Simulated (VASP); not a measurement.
# CdSe (P6_3mc) in VASP: further runs, part 2 of 2

VASP 6.6.1. Earlier steps stand in the parts before.

### Step 5. Relaxation of cell and atoms, PBE

File INCAR:

```
  PREC = Accurate
  ENCUT = 600
  EDIFF = 1E-7
  ISMEAR = 0
  SIGMA = 0.02
  LREAL = F
  LASPH = T
  NELM = 100
  ALGO = Normal
  ISIF = 3
  LWAVE = F
  LCHARG = F
  GGA = PE
  IBRION = 2
  NSW = 100
  EDIFFG = -0.005
```

File KPOINTS:

```
Automatic mesh
0
Gamma
  12 12 6
```

File POSCAR:

```
CdSe
1.0
    4.3837935973      0.0000000000      0.0000000000
   -2.1918967987      3.7964766202      0.0000000000
    0.0000000000      0.0000000000      7.1529442853
Cd Se
2 2
Direct
    0.6666666667      0.3333333333     -0.0003824326
    0.3333333333      0.6666666667      0.4996175674
    0.6666666667      0.3333333333      0.3753824326
    0.3333333333      0.6666666667      0.8753824326
```

Potentials or basis: VASP PAW PBE potentials, release 64 (Cd, Se).

Run with:

```
$ cat potpaw_PBE.64/Cd/POTCAR potpaw_PBE.64/Se/POTCAR > POTCAR
$ mpirun -np 1 vasp_std > vasp.out
```

OUTCAR:

```text
PREC = Accurate
   ENCUT = 600
   EDIFF = 1E-7
   ISMEAR = 0
   LREAL = F
   LASPH = T
   NELM = 100
   ISIF = 3
   GGA = PE
   IBRION = 2
   NSW = 100
   EDIFFG = -0.005

 ion  position               nearest neighbor table
   1  0.667  0.333  1.000-   4 2.68   4 2.68   4 2.68   3 2.69
   2  0.333  0.667  0.500-   3 2.68   3 2.68   3 2.68   4 2.69
   3  0.667  0.333  0.375-   2 2.68   2 2.68   2 2.68   1 2.69
   4  0.333  0.667  0.875-   1 2.68   1 2.68   1 2.68   2 2.69

  LATTYP: Found a hexagonal cell.
 ALAT       =     4.3837935973
 C/A-ratio  =     1.6316790758

  Lattice vectors:

 A1 = (   4.3837935973,   0.0000000000,   0.0000000000)
 A2 = (  -2.1918967987,   3.7964766202,   0.0000000000)
 A3 = (   0.0000000000,   0.0000000000,   7.1529442853)

Analysis of symmetry for initial positions (statically):
=====================================================================
 Subroutine PRICEL returns:
 Original cell was already a primitive cell.

 Routine SETGRP: Setting up the symmetry group for a
 hexagonal supercell.

 Subroutine GETGRP returns: Found 12 space group operations
 (whereof  6 operations were pure point group operations)
 out of a pool of 24 trial point group operations.

The static configuration has the point symmetry C_3v.
 The point group associated with its full space group is C_6v.

Analysis of symmetry for dynamics (positions and initial velocities):
=====================================================================
 Subroutine PRICEL returns:
 Original cell was already a primitive cell.

 Routine SETGRP: Setting up the symmetry group for a
 hexagonal supercell.

 Subroutine GETGRP returns: Found 12 space group operations
 (whereof  6 operations were pure point group operations)
 out of a pool of 24 trial point group operations.

The dynamic configuration has the point symmetry C_3v.
 The point group associated with its full space group is C_6v.

[... 123 lines left out ...]
  volume/ion in A,a.u.               =      29.76       200.84
  Fermi-wavevector in a.u.,A,eV,Ry     =   1.098847  2.076519 16.428546  1.207464
  Thomas-Fermi vector in A             =   2.235231
   LORBIT       =      0    0 simple, 1 ext, 2 COOP (PROOUT), +10 PAW based schemes
   GGA     = PE    functional components
   LHFCALC =     F    Hartree Fock is set to
   AEXX    =    0.0000 exact exchange contribution
   IVDW    =     0    specifies the selected vdW correction
   LEPSILON=     F    determine dielectric tensor
   LRPA    =     F    only Hartree local field effects (RPA)
 conjugate gradient relaxation of ions
 non-spin polarized calculation
 Gauss-broadening in eV      SIGMA  =   0.02
  energy-cutoff  :      600.00
  volume of cell :      119.05
 maximum number of plane-waves:      4020
 NGX is ok and might be reduce to    36
   NGX = 17   NGY = 17   NGZ = 29

--------------------------------------- Ionic step        1  -------------------------------------------

 number of electron      36.0000009 magnetization

 Free energy of the ion-electron system (eV)
  ---------------------------------------------------
  ext. energy  EPLUGINS =         0.00000000
  ---------------------------------------------------
  free energy    TOTEN  =       -10.99505380 eV

  energy without entropy =      -10.99505380  energy(sigma->0) =      -10.99505380

------------------------ aborting loop because EDIFF is reached ----------------------------------------

  FORCE on cell =-STRESS in cart. coord.  units (eV):
  Direction    XX          YY          ZZ          XY          YZ          ZX
  --------------------------------------------------------------------------------------
  -------------------------------------------------------------------------------------
  Total        0.1412455      0.1412455      0.1646937     -0.0000000      0.0000000      0.0000000
  in kB        1.9009454      1.9009454      2.2165210     -0.0000000      0.0000000      0.0000000
  external PRESSURE =       2.0061373 kB  Pullay stress =       0.0000000 kB
[... 63 lines left out ...]
--------------------------------------- Ionic step        3  -------------------------------------------

 number of electron      36.0000007 magnetization

 Free energy of the ion-electron system (eV)
  ---------------------------------------------------
  ext. energy  EPLUGINS =         0.00000000
  ---------------------------------------------------
  free energy    TOTEN  =       -10.99538322 eV

  energy without entropy =      -10.99538322  energy(sigma->0) =      -10.99538322

 E-fermi :   0.6184     XC(G=0):  -8.6058

 val. band max:        0.4813608798   @ k =   0.0000   0.0000   0.0000
 cond. band min:       1.0127855966   @ k =   0.0000   0.0000   0.0000
 fundamental gap:      0.5314247168
 Fermi energy:         0.6183942685

 k-point     1 :       0.0000    0.0000    0.0000
  band No.  band energies     occupation
      1     -11.7961      2.00000
      2     -11.4708      2.00000
      3      -7.2629      2.00000
      4      -7.2577      2.00000
      5      -7.2577      2.00000
      6      -7.2008      2.00000
[... 589 lines left out ...]
     21       5.6244      0.00000
     22       5.8862      0.00000

 [... further k-points ...]
[... 5 lines left out ...]
  --------------------------------------------------------------------------------------
  -------------------------------------------------------------------------------------
  Total       -0.0004302     -0.0004302      0.0078855      0.0000000     -0.0000000      0.0000000
  in kB       -0.0057643     -0.0057643      0.1056565      0.0000000     -0.0000000      0.0000000
  external PRESSURE =       0.0313760 kB  Pullay stress =       0.0000000 kB
[... 19 lines left out ...]
  FREE ENERGIE OF THE ION-ELECTRON SYSTEM (eV)
  ---------------------------------------------------
  free  energy   TOTEN  =       -10.9953832193 eV

  energy  without entropy=      -10.9953832193  energy(sigma->0) =      -10.99538322

 reached required accuracy - stopping structural energy minimisation
```

Wall time 8.4 min (1 thread of Intel Xeon Platinum 8488C (Sapphire Rapids), shared host); peak memory 0.43 GiB.

Results:

```yaml
Free_energy: -10.9954 eV
Relaxed_volume: 29.89 Å³/atom
Relaxed_cell: a = 4.390 Å, b = 4.390 Å, c = 7.165 Å, α = 90.00°, β = 90.00°, γ = 120.00°
Space_group_after_relaxing_to_0.05_Å: P6_3mc (No. 186)
Energy_gained_by_relaxing: 0.1 meV/atom
Ionic_steps: 3
Pressure_after_relaxing: 0.0 GPa
Band_gap_on_the_k_mesh: 0.53 eV, direct
```

Step by step:
| step | energy change (eV) | largest force (eV/Å) | pressure (GPa) | volume (Å³) |
| --- | --- | --- | --- | --- |
| 1 | 0.0000 | 0.0012 | 0.20 | 119.05 |
| 2 | -0.0003 | 0.0007 | -0.04 | 119.69 |
| 3 | -0.0003 | 0.0004 | 0.00 | 119.58 |

Final structure:
```yaml
crystal:
  lattice:
    - [4.38995, 0.00000, 0.00000]
    - [-2.19497, 3.80181, 0.00000]
    - [0.00000, 0.00000, 7.16465]
  atoms:
    - { symbol: Cd, position: [0.66667, 0.33333, 0.99961] }
    - { symbol: Cd, position: [0.33333, 0.66667, 0.49961] }
    - { symbol: Se, position: [0.66667, 0.33333, 0.37539] }
    - { symbol: Se, position: [0.33333, 0.66667, 0.87539] }
```

Expect the measured gap to be larger: semilocal functionals such as PBE lack the derivative discontinuity. Zero-point motion and thermal expansion aren't in these numbers.

### Step 6. The runs side by side

| task | cell | k mesh | cutoff (eV) | gap on the mesh (eV) | pressure (GPa) | relaxed volume (Å³/atom) |
| --- | --- | --- | --- | --- | --- | --- |
| single point | a = 4.384, b = 4.384, c = 7.153 Å, angles 90.0, 90.0, 120.0°, 4 atoms | 6 × 6 × 4 | 520 | 0.54 | 0.2 | - |
| relaxation of cell and atoms | relaxed from a = 4.298, b = 4.298, c = 7.015 Å, angles 90.0, 90.0, 120.0°, 4 atoms | 6 × 6 × 4 | 600 | 0.53 | 0.0 | 29.90 |
| single point | a = 4.384, b = 4.384, c = 7.153 Å, angles 90.0, 90.0, 120.0°, 4 atoms | 12 × 12 × 6 | 520 | 0.54 | 0.2 | - |
| relaxation of cell and atoms | relaxed from a = 4.384, b = 4.384, c = 7.153 Å, angles 90.0, 90.0, 120.0°, 4 atoms | 12 × 12 × 6 | 600 | 0.53 | 0.0 | 29.89 |

Alike in all rows: level PBE; potentials or basis VASP PAW PBE potentials, release 64 (Cd, Se); no spin polarisation; smearing gaussian 0.02 eV.

Total energies depend on the potentials used, so only differences within one code and one set of settings carry meaning.

### Step 7. Comparison with measurements

Step 2. Against the measured gap of CdSe, 1.841 eV (2 K; a printed reference work, data compilation), the calculated 0.54 eV is off by -1.30 eV. So large a miss can be the level of theory's own, or it may mean another phase, state or a wrong row. Spin-orbit coupling on Cd, Se is left out. The value is that of PBE, without temperature or zero-point motion. Semilocal functionals fall short of measured gaps as a rule.

Step 4. A measured gap of CdSe is 1.841 eV (2 K; a printed reference work, data compilation); the calculated 0.54 eV misses it by -1.30 eV. So large a miss can be the level of theory's own, or it may mean another phase, state or a wrong row. Spin-orbit coupling on Cd, Se is left out. The value is that of PBE, without temperature or zero-point motion. Semilocal functionals fall short of measured gaps as a rule.
